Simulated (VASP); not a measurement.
Input of a VASP 6.6.1 run:

INCAR

```
SYSTEM = Ru
ALGO = Fast ; DIPOL = 0.5 0.5 0.500
EDIFF = 1E-6 ; EDIFFG = -0.01
ENCUT = 520 ; GGA = PE
IBRION = 2 ; IDIPOL = 3
ISIF = 2 ; ISMEAR = 0
LASPH = .True. ; LCHARG = .False.
LDIPOL = .True. ; LREAL = .False.
LWAVE = .False. ; NELM = 100
NSW = 80 ; PREC = Accurate
SIGMA = 0.1
```

The input KPOINTS:

```
k-points
0
Gamma
  8 8 1
  0 0 0
```

The input POSCAR:

```
Ru
1.0
    2.7060000000      0.0000000000      0.0000000000
    1.3530000000      2.3434647426      0.0000000000
    0.0000000000      0.0000000000     30.2460000000
Ru
7
Direct
    0.0000000000      0.0000000000      0.2876413410
    0.3333333333      0.3333333333      0.3584275607
    0.0000000000      0.0000000000      0.4292137803
    0.3333333333      0.3333333333      0.5000000000
    0.0000000000      0.0000000000      0.5707862197
    0.3333333333      0.3333333333      0.6415724393
    0.0000000000      0.0000000000      0.7123586590
```

Potentials or basis: VASP PAW PBE potentials, release 64 (Ru_pv).

Launch:

```sh
$ cat potpaw_PBE.64/Ru_pv/POTCAR > POTCAR
$ mpirun -np 1 vasp_std > vasp.out
```

**Question.** Estimate the band gap on the k mesh.

**Answer.** None (metal or under the smearing width).

**Question.** What does it give for the energy gained by relaxing?

**Answer.** 9.2 meV/atom.

The path:
| step | energy change (eV) | largest force (eV/Å) | pressure (GPa) |
| --- | --- | --- | --- |
| 1 | 0.0000 | 0.8227 | -1.08 |
| 2 | -0.0627 | 0.1631 | -0.29 |
| 3 | -0.0627 | 0.1638 | -0.25 |
| 4 | -0.0644 | 0.0416 | -0.23 |
| 5 | -0.0645 | 0.0132 | -0.22 |
| 6 | -0.0645 | 0.0151 | -0.23 |
| 7 | -0.0646 | 0.0115 | -0.24 |
| 8 | -0.0646 | 0.0065 | -0.29 |
